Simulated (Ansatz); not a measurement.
# What strain does to HfO2 (P2_1/c)

A 12-atom cell of HfO2 (P2_1/c) from a materials database, relaxed with r2SCAN in the PAW code Ansatz. The symmetry is P2_1/c (No. 14, monoclinic); conventional cell a = 5.114 Å, b = 5.181 Å, c = 5.295 Å, β = 99.5°, 11.53 Å³ an atom. Hf has 7 O at 2.04–2.25 Å; O has 4 Hf at 2.14–2.25 Å; O has 3 Hf at 2.04–2.14 Å.

The axes x, y and z are those of this cell:
```yaml
crystal:
  lattice:
    - [5.11386, 0.00000, 0.00476]
    - [0.00000, 5.18141, 0.00000]
    - [-0.87469, 0.00000, 5.22228]
  atoms:
    - { symbol: Hf, position: [0.27619, 0.45818, 0.70819] }
    - { symbol: Hf, position: [0.72381, 0.95818, 0.79181] }
    - { symbol: Hf, position: [0.72381, 0.54182, 0.29181] }
    - { symbol: Hf, position: [0.27619, 0.04182, 0.20819] }
    - { symbol: O, position: [0.44793, 0.74232, 0.97851] }
    - { symbol: O, position: [0.55207, 0.24232, 0.52149] }
    - { symbol: O, position: [0.55207, 0.25768, 0.02149] }
    - { symbol: O, position: [0.44793, 0.75768, 0.47851] }
    - { symbol: O, position: [0.07015, 0.33387, 0.34395] }
    - { symbol: O, position: [0.92985, 0.83387, 0.15605] }
    - { symbol: O, position: [0.92985, 0.66613, 0.65605] }
    - { symbol: O, position: [0.07015, 0.16613, 0.84395] }
```

Unstrained: PBE gives an indirect gap of 4.089 eV, from Γ to Y₂; the least direct gap is 4.181 eV at Y₂. With r2SCAN the valence top lies at Γ and the conduction bottom at Y₂, 4.595 eV higher; the smallest vertical gap, at Y₂, is 4.684 eV. The HSE06 gap is indirect, 5.688 eV (Γ to Y₂), below the direct gap of 5.782 eV at Y₂. Meshes: PBE 6×6×6, r2SCAN 6×6×6, HSE06 4×4×4. Strains are changes of length per length. After each strain the atoms were relaxed again with r2SCAN within the symmetry that the strain leaves, so tilts or polar shifts that break it weren't tested; points keep the names that they have in the unstrained zone. No spin polarisation and no zero-point or thermal motion.

Changes of the least gap in eV (an overlap counts as a negative gap):
```tsv
strain	volume change (%)	space group	PBE	r2SCAN	HSE06	energy rise, r2SCAN (meV/atom)
epitaxial -3.0 % in the xy plane, free normal strain +3.05 %	-3.0	P2_1/c	+0.183	+0.197	+0.215	29.0
epitaxial -2.0 % in the xy plane, free normal strain +2.05 %	-2.0	P2_1/c	+0.109	+0.113	+0.115	12.9
epitaxial -1.0 % in the xy plane, free normal strain +0.99 %	-1.0	P2_1/c	+0.035	+0.038	+0.037	3.2
epitaxial +1.0 % in the xy plane, free normal strain -0.93 %	+1.1	P2_1/c	-0.023	-0.026	-0.024	3.1
epitaxial +2.0 % in the xy plane, free normal strain -1.79 %	+2.2	P2_1/c	-0.042	-0.048	-0.044	12.3
epitaxial +3.0 % in the xy plane, free normal strain -2.56 %	+3.4	P2_1/c	-0.065	-0.075	-0.069	27.3
```

Epitaxial -3.0 % in the xy plane, free normal strain +3.05 %. HSE06: the gap goes from 5.688 to 5.903 eV (+0.215 eV). Stress change with r2SCAN, compression positive: xx +14.18, yy +12.81, zz -0.01, xz +0.78 GPa.

Epitaxial -2.0 % in the xy plane, free normal strain +2.05 %. HSE06: the gap goes from 5.688 to 5.803 eV (+0.115 eV). Stress change with r2SCAN, compression positive: xx +9.16, yy +8.70, zz -0.03, xz +0.54 GPa.

Epitaxial -1.0 % in the xy plane, free normal strain +0.99 %. HSE06: the gap goes from 5.688 to 5.725 eV (+0.037 eV). Stress change with r2SCAN, compression positive: xx +4.46, yy +4.44, zz +0.03, xz +0.29 GPa.

Epitaxial +1.0 % in the xy plane, free normal strain -0.93 %. HSE06: the gap goes from 5.688 to 5.664 eV (-0.024 eV). Stress change with r2SCAN, compression positive: xx -4.23, yy -4.39, zz -0.01, xz -0.34 GPa.

Epitaxial +2.0 % in the xy plane, free normal strain -1.79 %. HSE06: the gap goes from 5.688 to 5.644 eV (-0.044 eV). Stress change with r2SCAN, compression positive: xx -8.22, yy -8.62, zz 0.00, xz -0.71 GPa.

Epitaxial +3.0 % in the xy plane, free normal strain -2.56 %. HSE06: the gap goes from 5.688 to 5.619 eV (-0.069 eV). Stress change with r2SCAN, compression positive: xx -11.99, yy -12.64, zz -0.01, xz -1.15 GPa.

No spin-orbit coupling is included; it can move band edges with weight on the heavy atoms by tenths of an eV.

The meshes of the hybrids are coarse, so their gaps aren't converged to the digits shown.
